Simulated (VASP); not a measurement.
Wanted: the native input for a VASP 6.6.1 run.

| Quantity | Value |
| --- | --- |
| Task | vibrations by finite differences |
| Functional | PBE |
| Dispersion | D3(BJ) |
| Potentials or basis | VASP PAW PBE potentials, release 64 (C, H) |
| Cutoff | 400 eV |
| k mesh | 1 × 1 × 1 |
| Occupations | gaussian, width 0.01 eV |
| Spin | no spin polarisation |
| Further INCAR settings | ALGO = Normal; EDIFF = 1e-07; ISYM = 0; IBRION = 5; POTIM = 0.015; NSW = 1 |

The structure of C2H2 lies in POSCAR:

```
HC                                      
1.0
   12.7048579379      0.0000000000      0.0000000000
    0.0000000000     13.2048579379      0.0000000000
    0.0000000000      0.0000000000     13.7048579379
  C               H             
     2     2
Selective dynamics
Direct
0.4685424883000024  0.5212602786999980  0.4723769897000025  T T T
0.5321624887197322  0.4859154358207305  0.5282569204632399  T T T
0.4121181272075822  0.5526064286877093  0.4228106202030686  T T T
0.5885912378430521  0.4545733934182151  0.5778047841838502  T T T
```

The input as run:

INCAR

```
SYSTEM = HC
PREC     = Accurate       ! precision mode
ENCUT    = 400            ! plane-wave cutoff, eV
EDIFF    = 1E-7           ! SCF threshold, eV
ISMEAR   = 0              ! smearing method
SIGMA    = 0.01           ! smearing width, eV
LREAL    = .False.        ! projectors in reciprocal space
LASPH    = .True.         ! aspherical terms in the spheres
NELM     = 100            ! most SCF steps
ALGO     = Normal         ! electronic algorithm
ISIF     = 2              ! what is computed and relaxed
LWAVE    = .False.        ! write WAVECAR
LCHARG   = .False.        ! write CHGCAR
GGA      = PE             ! functional
IVDW     = 12             ! dispersion correction
IBRION   = 5              ! ionic algorithm
NFREE    = 2            
POTIM    = 0.015          ! step
NSW      = 1              ! ionic steps
ISYM     = 0
```

KPOINTS

```
regular mesh
0
Gamma
  1 1 1
  0 0 0
```

Potentials or basis: VASP PAW PBE potentials, release 64 (C, H).

Launch:

```console
$ cat potpaw_PBE.64/C/POTCAR potpaw_PBE.64/H/POTCAR > POTCAR
$ mpirun -np 1 vasp_gam > vasp.out
```

Results of the run:

```yaml
Highest_phonon_frequency_at_Γ_LO-TO_splitting_left_out: 3442 cm⁻¹
Most_unstable_mode: 38i cm⁻¹
Dispersion_energy_per_atom: -0.009 eV
```

Caveat: some modes are imaginary; the standard files for N, O and F lose accuracy on very short bonds.

It took 25 min on 1 thread of Intel(R) Xeon(R) Platinum 8488C (Sapphire Rapids), with other jobs on the host, peak memory 1.3 GiB.
